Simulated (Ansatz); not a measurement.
# CoSi2/Si/CoSi2: conductance against the thickness of the layer

How fast does the current through CoSi2/Si/CoSi2 fall with each added layer? Both electrodes are CoSi2 fluorite(111); the barrier is Si diamond(111) (whole bilayers). In the first transport cell, after relaxation, the nearest pair of electrode and barrier is Si–Si at 2.38 Å, along the normal, at the lower face and Si–Si at 2.38 Å, along the normal, at the upper one. All share a net of side 3.829 Å, which strains the lower electrode by +1.0 % and the barrier by -1.0 %, against typed lattice constants near PBE's. The first steps treat the bulk electrodes alone.

Calculated with Ansatz 0.2.0; PBE DFT, plane waves, PAW files, in the first sound run; inputs show where later runs differ.

Report form: the programs' logs are mostly left out.

### 1. Set-up

The structure is trigonal, space group R-3m (No. 166). The conventional cell has a = 3.829 Å, b = 3.829 Å, c = 9.217 Å, α = 90.00°, β = 90.00°, γ = 120.00°. Si has 4 Co at 2.30 to 2.34 Å nearest. Nearest to Co lie 8 Si at 2.30 to 2.34 Å. Farther neighbours are not listed.

Structure file:

```cif
data_structure
_symmetry_space_group_name_H-M 'R-3m:H'
_symmetry_Int_Tables_number 166
_cell_length_a 3.8290
_cell_length_b 3.8290
_cell_length_c 9.2171
_cell_angle_alpha 90.000
_cell_angle_beta 90.000
_cell_angle_gamma 120.000
_cell_volume 117.03
loop_
_atom_site_label
_atom_site_type_symbol
_atom_site_symmetry_multiplicity
_atom_site_Wyckoff_symbol
_atom_site_fract_x
_atom_site_fract_y
_atom_site_fract_z
_atom_site_occupancy
Si1 Si 6 c 0.00000 0.00000 0.25000 1
Co1 Co 3 a 0.66667 0.33333 0.33333 1
```

### 2. Layer spacing of the electrode

The electrode is held to the junction's net and relaxed along the normal; its spacing is used for the ideal lead layers.

The input, input.yaml:

```yaml
crystal:
  lattice:
    - [3.829, 0.0, 0.0]
    - [-1.9145, 3.3160112711, 0.0]
    - [0.0, 0.0, 9.217079601]
  atoms:
    - { symbol: Si, position: [0.0, 0.0, 0.0] }
    - { symbol: Co, position: [0.3333333333, 0.6666666667, 0.0833333333] }
    - { symbol: Si, position: [0.6666666667, 0.3333333333, 0.1666666667] }
    - { symbol: Si, position: [0.3333333333, 0.6666666667, 0.3333333333] }
    - { symbol: Co, position: [0.6666666667, 0.3333333333, 0.4166666667] }
    - { symbol: Si, position: [0.0, 0.0, 0.5] }
    - { symbol: Si, position: [0.6666666667, 0.3333333333, 0.6666666667] }
    - { symbol: Co, position: [0.0, 0.0, 0.75] }
    - { symbol: Si, position: [0.3333333333, 0.6666666667, 0.8333333333] }
kpoints:
  mp_grid: { grid: [12, 12, 3] }
scf:
  occupations: { method: fermi_dirac, width: 0.1 }
  max_iter: 150
hamiltonian:
  xc: pbe
relax:
  f_tol: 0.01
  max_steps: 40
  cell: { fix: [a, b, angles] }
```

The run is started by

```console
$ ansatz run input.yaml --threads 8 --pin off --max-ram 24576MiB --backend cpu --events-out ev --progress --plain --runs-dir out
```

Wall time 10 s (8 threads of Arm Neoverse V2, shared host); peak memory 0.72 GiB; 73 s of CPU time.

This run has no spin polarisation, although Co can carry a moment.

Relaxation path:

| step | energy less that of the first step (eV) | largest force component (eV/Å) | pressure (GPa) | volume (Å³) |
| --- | --- | --- | --- | --- |
| 1 | 0.0000 | 0.1814 | -2.20 | 117.03 |
| 2 | -0.0053 | 0.1131 | -2.21 | 117.02 |
| 3 | -0.0087 | 0.0009 | -2.13 | 116.95 |
| 4 | -0.0087 | 0.0005 | -2.15 | 116.96 |
| 5* | -0.0086 | 0.0005 | -2.15 | 116.96 |

Relaxation steps marked * repeat the geometry before them on a plane-wave basis chosen anew for their cell, so energy and pressure can jump there.

Forces are held to the 36 operations that the run works with; a distortion that breaks them can't arise in this run.

| conventional cell, symmetrised | before | after | change |
| --- | --- | --- | --- |
| a (Å) | 3.829 | 3.829 | +0.0 % |
| b (Å) | 3.829 | 3.829 | +0.0 % |
| c (Å) | 9.217 | 9.212 | -0.1 % |
| volume (Å³/atom) | 13.00 | 13.00 | -0.1 % |

The atoms that moved most (Å, as changes of fractional coordinates times the final cell):

| atom | dx | dy | dz | length |
| --- | --- | --- | --- | --- |
| Si4 | 0.000 | 0.000 | 0.016 | 0.016 |
| Si3 | 0.000 | 0.000 | -0.016 | 0.016 |
| Si1 | 0.000 | 0.000 | 0.016 | 0.016 |
| Si6 | 0.000 | 0.000 | -0.016 | 0.016 |
| Si7 | 0.000 | 0.000 | 0.016 | 0.016 |
| Si9 | 0.000 | 0.000 | -0.016 | 0.016 |

Numbers from this step:

```yaml
free_energy: -19197.5760 eV
fermi_energy: 12.64 eV
pressure: -2.152 GPa
```

The relaxation ends with a largest force component of 5.3e-4 eV/Å.

### 3. Relaxation

System of this step: CoSi2/Si/CoSi2. The cell holds 14 atoms: 12 Si and 2 Co. Cell: a = 3.829 Å, b = 3.829 Å, c = 33.840 Å, α = 90.0°, β = 90.0°, γ = 120.0°. Vacuum lies along c.

Tunnelling depends exponentially on distance, so the interfaces are relaxed first. A short slab in vacuum serves: only the barrier and the layers next to it are taken over, and later cells can add or drop layers in the barrier's middle. The dipole correction removes the field that unlike faces would set up across the vacuum.

The input, input.yaml:

```yaml
crystal:
  lattice:
    - [3.829, 0.0, 0.0]
    - [-1.9145, 3.3160112711, 0.0]
    - [0.0, 0.0, 33.8404495605]
  atoms:
    - { symbol: Si, position: [0.33333333, 0.66666667, 0.2364034788] }
    - { symbol: Si, position: [0.0, 0.0, 0.2817982638] }
    - { symbol: Co, position: [0.33333333, 0.66666667, 0.3044956564] }
    - { symbol: Si, position: [0.66666667, 0.33333333, 0.3271930489] }
    - { symbol: Si, position: [0.66666667, 0.33333333, 0.394272536] }
    - { symbol: Si, position: [0.0, 0.0, 0.417767528] }
    - { symbol: Si, position: [0.0, 0.0, 0.488252504] }
    - { symbol: Si, position: [0.33333333, 0.66666667, 0.511747496] }
    - { symbol: Si, position: [0.33333333, 0.66666667, 0.582232472] }
    - { symbol: Si, position: [0.66666667, 0.33333333, 0.605727464] }
    - { symbol: Si, position: [0.66666667, 0.33333333, 0.6728069511] }
    - { symbol: Co, position: [0.0, 0.0, 0.6955043436] }
    - { symbol: Si, position: [0.33333333, 0.66666667, 0.7182017362] }
    - { symbol: Si, position: [0.0, 0.0, 0.7635965212] }
kpoints:
  mp_grid: { grid: [8, 8, 1] }
scf:
  occupations: { method: fermi_dirac, width: 0.1 }
  max_iter: 150
hamiltonian:
  xc: pbe
efield:
  axis: 3
  dipole_correction: true
relax:
  f_tol: 0.04
  max_steps: 60
output:
  forces: true
```

Run time: 9.3 s. Hardware: 8 threads; peak memory 1.2 GiB.

Relaxation path:

| step | energy less that of the first step (eV) | largest force component (eV/Å) |
| --- | --- | --- |
| 1 | 0.0000 | 1.1929 |
| 2 | -0.1360 | 0.5041 |
| 3 | -0.1778 | 0.0815 |
| 4 | -0.1793 | 0.0204 |

Forces are held to the 6 operations that the run works with; a distortion that breaks them can't arise in this run.

The atoms that moved most (Å):

| atom | dx | dy | dz | length |
| --- | --- | --- | --- | --- |
| Si4 | 0.000 | 0.000 | -0.096 | 0.096 |
| Si11 | 0.000 | 0.000 | 0.096 | 0.096 |
| Si1 | 0.000 | 0.000 | 0.050 | 0.050 |
| Si14 | 0.000 | 0.000 | -0.050 | 0.050 |
| Co12 | 0.000 | 0.000 | 0.042 | 0.042 |
| Co3 | 0.000 | 0.000 | -0.042 | 0.042 |
| Si2 | 0.000 | 0.000 | 0.024 | 0.024 |
| Si13 | 0.000 | 0.000 | -0.024 | 0.024 |

This step gave:

```yaml
free_energy: -17880.2823 eV
fermi_energy: 2.411 eV
work_function_upper_face: 5.161 eV
work_function_lower_face: 5.161 eV
dipole_moment: 6.61e-6 e·Å
dipole_field: 2.78e-6 V/Å
```

The largest force component on a free atom ends at 0.020 eV/Å. The work functions of the outer faces are 5.16 and 5.16 eV.

### 4. The open system: T(E)

This step: PBE DFT, plane waves, PAW files; ballistic transmission by layer matching between semi-infinite leads (Ansatz 0.2.0).

System of this step: CoSi2/Si/CoSi2. The cell holds 58 atoms: 18 Co and 40 Si. Cell: a = 3.829 Å, b = 3.829 Å, c = 76.445 Å, α = 90.0°, β = 90.0°, γ = 120.0°. Regions: left electrode, 26 atoms (9 Co and 17 Si); barrier, 6 atoms (6 Si); right electrode, 26 atoms (17 Si and 9 Co). Vacuum lies along c.

The relaxed core is set between ideal electrode layers (this cell holds 6 atomic planes between the electrodes; where that differs from the relaxed slab, whole periods were copied in or cut out without a new relaxation), which the solver continues as semi-infinite leads. A wide energy window on a coarse mesh (12×12) shows where the Fermi level lies against the barrier's bands; the projected density of states shows how far the metals' states reach in.

The input, input.yaml:

```yaml
crystal:
  lattice:
    - [3.829, 0.0, 0.0]
    - [-1.9145, 3.3160112711, 0.0]
    - [0.0, 0.0, 76.4452670293]
  atoms:
    - { symbol: Co, position: [0.66666667, 0.33333333, 0.0915687821] }
    - { symbol: Si, position: [0.0, 0.0, 0.1013971045] }
    - { symbol: Si, position: [0.66666667, 0.33333333, 0.1219074758] }
    - { symbol: Co, position: [0.0, 0.0, 0.1317357982] }
    - { symbol: Si, position: [0.33333333, 0.66666667, 0.1415641206] }
    - { symbol: Si, position: [0.0, 0.0, 0.1620744918] }
    - { symbol: Co, position: [0.33333333, 0.66666667, 0.1719028142] }
    - { symbol: Si, position: [0.66666667, 0.33333333, 0.1817311366] }
[... 46 atom lines left out ...]
    - { symbol: Co, position: [0.33333333, 0.66666667, 0.8682642018] }
    - { symbol: Si, position: [0.66666667, 0.33333333, 0.8780925242] }
    - { symbol: Si, position: [0.33333333, 0.66666667, 0.8986028955] }
    - { symbol: Co, position: [0.66666667, 0.33333333, 0.9084312179] }
kpoints:
  mp_grid: { grid: [8, 8, 1] }
scf:
  occupations: { method: fermi_dirac, width: 0.1 }
  max_iter: 150
hamiltonian:
  xc: pbe
output:
  transmission:
    kmesh: [12, 12]
    e_range: [-2.5, 2.5]
    de: 0.1
    leads: [[11, 14], [44, 47]]
  dos: { projected: true, e_range: [-6, 5], de: 0.05 }
  write_potential: true
  write_density: true
  volumetric_format: npy
  elf: true
```

It took 2.5 min on 8 threads; peak memory 12 GiB.

Numbers from this step:

```
free energy                                         : -117722.1445 eV
Fermi energy                                        : 8.868 eV
level to which the leads are filled                 : 0 eV from the Fermi level
transmission at the Fermi level (a spin, zone mean) : 0.07112
channels of the lower lead                          : 1.271
channels of the upper lead                          : 1.271
potential step in the lower lead                    : 5.2 meV
potential step in the upper lead                    : 5.2 meV
```

One spin. Transmission, zone mean against energy, zero at the Fermi level:

| energy (eV) | transmission, zone mean |
| --- | --- |
| -2.50 | 0.356 |
| -2.40 | 0.465 |
| -2.20 | 0.324 |
| -2.10 | 0.430 |
| -2.00 | 0.416 |
| -1.80 | 0.529 |
| -1.70 | 0.399 |
| -1.60 | 0.173 |
| -1.40 | 0.217 |
| -1.30 | 0.0977 |
| -1.10 | 0.173 |
| -1.00 | 0.115 |
| -0.90 | 0.161 |
| -0.70 | 0.0642 |
| -0.60 | 0.119 |
| -0.50 | 0.111 |
| -0.30 | 0.0652 |
| -0.20 | 0.0667 |
| -0.10 | 0.0784 |
| 0.00 | 0.0711 |
| 0.10 | 0.0683 |
| 0.20 | 0.0634 |
| 0.30 | 0.0675 |
| 0.50 | 0.105 |
| 0.60 | 0.0814 |
| 0.70 | 0.0974 |
| 0.90 | 0.128 |
| 1.00 | 0.0839 |
| 1.10 | 0.0941 |
| 1.30 | 0.0828 |
| 1.40 | 0.0646 |
| 1.60 | 0.176 |
| 1.70 | 0.232 |
| 1.80 | 0.305 |
| 2.00 | 0.492 |
| 2.10 | 0.667 |
| 2.20 | 0.844 |
| 2.40 | 0.981 |
| 2.50 | 0.950 |

One spin. Table of open channels, zone mean, lower lead = upper lead by energy, zero at the Fermi level:

| energy (eV) | open channels, zone mean, lower lead = upper lead |
| --- | --- |
| -2.50 | 1.15 |
| -2.30 | 1.35 |
| -2.00 | 1.37 |
| -1.80 | 2.08 |
| -1.50 | 1.57 |
| -1.30 | 1.40 |
| -1.10 | 1.67 |
| -0.80 | 1.67 |
| -0.60 | 1.88 |
| -0.40 | 1.83 |
| -0.10 | 1.35 |
| 0.00 | 1.27 |
| 0.10 | 1.27 |
| 0.40 | 0.979 |
| 0.60 | 0.903 |
| 0.80 | 0.694 |
| 1.10 | 0.597 |
| 1.30 | 0.556 |
| 1.50 | 0.556 |
| 1.80 | 0.924 |
| 2.00 | 1.26 |
| 2.30 | 1.72 |
| 2.50 | 1.83 |

Transmission over k1 and k2. At 0.0000 eV from the Fermi level.

Ten even steps from '0' (0.000) to '9' (0.345):
```
071001700000
013222310000
002322320000
002244422000
012246642210
073346964337
001224664221
000022444220
000002322320
000001322231
000000710017
000000000000
```
Columns: k1 (b1) from -0.5 to 0.417; rows upwards: k2 (b2) from -0.5 to 0.417.

Open channels of the lower lead over k1 and k2. At 0.0000 eV from the Fermi level.

Ten even steps from '0' (0.00) to '9' (3.00):
```
033333300000
336636633000
336666663300
333699963330
036699996630
036699999663
003669999663
303336999633
300336666663
300033663663
000000333333
003330003330
```
Columns: k1 (b1) from -0.5 to 0.417; rows upwards: k2 (b2) from -0.5 to 0.417.

Projected DOS an atom over height of the atomic layer and energy from the Fermi level. Layers: Co Si Si Co Si Si Co Si Si Co Si Si Co Si Si Co Si Si Co Si Si Co Si Si Co Si Si Si Si Si Si Si Si Co Si Si Co Si Si Co Si Si Co Si Si Co Si Si Co Si Si Co Si Si Co Si Si Co; projections on atoms miss part of the total, and the computed bands can run out at the top of the range; a column is the mean of 4 neighbouring layers, the last of those left over.

Ten even steps from '0' (0.09 states/eV) to '9' (2.85 states/eV), each cell a mean:
```
000000000000000
011001111011010
011111111111110
100000120000011
110000110000011
111111111111112
100100010100101
000000000000001
000000000000001
100000001000002
311111101111115
622321202322319
622522404522538
544844413844833
211312221311312
211211221211212
211211211211211
233333112333331
111111101111110
011111000011010
000000000000000
000000000000000
```
Columns: height of the atomic layer (Å) from 8.54 to 69.1 (not evenly spaced); rows upwards: energy from the Fermi level (eV) from -6 to 5.

ELF in the ca plane at fractional y = 0.333, with atoms of Co and Si within 0.2 Å of it. It is the smooth field of the valence electrons, not physical close to the nuclei.

Ten even steps from '0' (0.02) to '9' (0.94), each cell a mean:
```
11135653111478876555677653222345666554322234
00011110001367656887546652100136654563233225
00000000000353335998432331000024322573389525
00000000000243335998432331000024222573389625
00001110001367545887545642000136643563244225
10134542111478876555677653212345766554322234
22368885322468864223455455444554454444555554
33579997533456642001233346666654333333566643
34589997543456542001223346666654322233566643
22468986322468864212444445444554444334555554
```
Columns run along c (16.0 Å, from fractional 0.48 to 0.69 of the cell), rows up along a (3.8 Å). Atoms in or near the plane, at fractional coordinates: Si at (0.55, 0.67), Si at (0.58, 0.67), Si at (0.64, 0.67), Co at (0.67, 0.67).

Valence density in the ca plane at fractional y = 0.333, with atoms of Co and Si within 0.2 Å of it. It is the smooth field of the valence electrons, not physical close to the nuclei.

Ten steps, logarithmic in the rise over the least value, from '0' (0 e/Å³) to '9' (32 e/Å³), each cell a mean:
```
00000000000011111000111110000011111111112111
00000000000011111111111110000001111111245321
00000000000011001111100110000001100112489731
00000000000011001111100110000001100112499731
00000000000011111111111110000001111111356421
00000000000011111000111110000011111111122111
00001110000011110000011111101111111001111110
00011111000001100000001111111111110000111110
00011211000001000000001111111111110000111110
00011110000011100000011111111111111001111110
```
Columns run along c (16.0 Å, from fractional 0.48 to 0.69 of the cell), rows up along a (3.8 Å). Atoms in or near the plane, at fractional coordinates: Si at (0.55, 0.67), Si at (0.58, 0.67), Si at (0.64, 0.67), Co at (0.67, 0.67).

Electrostatic potential energy in the ca plane at fractional y = 0.333, with atoms of Co and Si within 0.2 Å of it. With pseudopotentials it is smooth inside the atoms' cores, unlike the true potential.

Ten even steps from '0' (-45 eV) to '9' (13 eV), each cell a mean:
```
99999999999999999988899988889999999988788998
99999999999999999742479853368999999974247885
99999999999999998500048720027999999850004871
99999999999999998400048720027999999850004861
99999999999999999731378852258999999973136885
99999999999999999987899987789999999987778998
99999999999999999999999999999999999999999999
99999999999999999999988999988888988889999988
99999999999999999999988999988888988889999988
99999999999999999999999999998899998899999999
```
Columns run along c (16.0 Å, from fractional 0.00 to 0.21 of the cell; values clipped at the 3rd and 97th percentile), rows up along a (3.8 Å). Atoms in or near the plane, at fractional coordinates: Co at (0.09, 0.67), Si at (0.12, 0.67), Si at (0.18, 0.67).

At the Fermi level the transmission is 0.071, as a zone mean for one spin on this coarse mesh. At the Fermi level the layers of this cell's barrier hold from 0.061 to 0.15 states an eV and atom: none is empty there, through tails of the electrodes' states or through bands of its own. In the worse lead the potential repeats within 5.2 meV, which the program lets pass.

(Part 1 of 2 ends here.)

[Logs are printed without paths, hosts, clocks, repeated set-up lines and the standing remarks that a program may print on its own settings, such as how far it seeks lower states.]

[Hosts, paths, dates, database ids (printed as entryN), source tags and the programs' standing remarks are cut or masked in the printed files.]
